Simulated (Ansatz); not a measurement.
# BN: the cost of one run

Program: Ansatz 0.2.0. Level of theory: DFT PBE, scalar-relativistic, plane waves, PAW. These are calculated values, not measurements.

10 further runs of the same task are left out: 10 set aside as unsound or not needed.

**1. The starting structure**

The structure is cubic, space group F-43m (No. 216). Conventional cell: a = 3.625 Å, b = 3.625 Å, c = 3.625 Å, α = 90.00°, β = 90.00°, γ = 90.00°. Around B (site symmetry -43m) lie 4 N at 1.57 Å. N (site symmetry -43m) is surrounded by 4 B at 1.57 Å.

Coordinates:

```cif
data_structure
_symmetry_space_group_name_H-M 'F-43m'
_symmetry_Int_Tables_number 216
_cell_length_a 3.6248
_cell_length_b 3.6248
_cell_length_c 3.6248
_cell_angle_alpha 90.000
_cell_angle_beta 90.000
_cell_angle_gamma 90.000
_cell_volume 47.63
loop_
_atom_site_label
_atom_site_type_symbol
_atom_site_symmetry_multiplicity
_atom_site_Wyckoff_symbol
_atom_site_fract_x
_atom_site_fract_y
_atom_site_fract_z
_atom_site_occupancy
B1 B 4 a 0.00000 0.00000 0.00000 1
N1 N 4 c 0.25000 0.25000 0.25000 1
```

It goes back to an entry of the Materials Project.

This cell was relaxed beforehand with the same method: volume 5.95 Å³/atom, gap on the mesh 4.46 eV.

**2. The scan**

The energy is mapped over a normal mode and a strain (zone-centre modes of the cell shown, which folds in the wave vector (0, 0, 1/2) of the primitive cell).

First coordinate, amplitude of mode 4 (482 cm⁻¹), largest displacement in the unstrained cell: 11 values from −0.085 Å. Second coordinate, equal normal strain along x and y: 7 values from −4.00 %.

Nothing else is relaxed (the pattern is fixed in fractional coordinates). Energies count from the relaxed high-symmetry cell. Points are written as (first, second).

The modes come from a phonon run on the reference cell, made beforehand.

The patterns, per unit of each coordinate (Å):

```csv
atom,x1,y1,z1
B1,0.760,-0.171,0.590
B2,-0.760,0.171,-0.590
N3,0.778,-0.174,0.604
N4,-0.778,0.174,-0.604
```

**3. Grid point (−0.017 Å, −4.00 %)**

input.yaml

```yaml
crystal:
  lattice:
    - [0.0, -1.8123937734, -1.7398980225]
    - [-1.7398980225, 0.0, -1.7398980225]
    - [1.7398980225, 1.8123937734, -3.4797960449]
  atoms:
    - { symbol: B, position: [-0.001599367, 0.0071310777, 0.0] }
    - { symbol: B, position: [0.501599367, 0.4928689223, 0.5] }
    - { symbol: "N", position: [0.3733632633, 0.3822976976, 0.875] }
    - { symbol: "N", position: [0.8766367367, 0.8677023024, 0.375] }
basis:
  ecutwfc: 520.0
kpoints:
  mp_grid: { grid: [6, 6, 6] }
hamiltonian:
  xc: pbe
scf:
  occupations: { method: gaussian, width: 0.05 }
output:
  forces: true
  stress: true
  eigenvalues: true
```

The run is started by

```sh
ansatz run input.yaml --threads 1 --pin off --max-ram 2048MiB --backend cpu --events-out ev --progress --plain --runs-dir out
```

What time and memory should one allow on 1 thread of Arm Neoverse V1, shared host?

About 3.6 s, with a peak of 0.3 GiB.
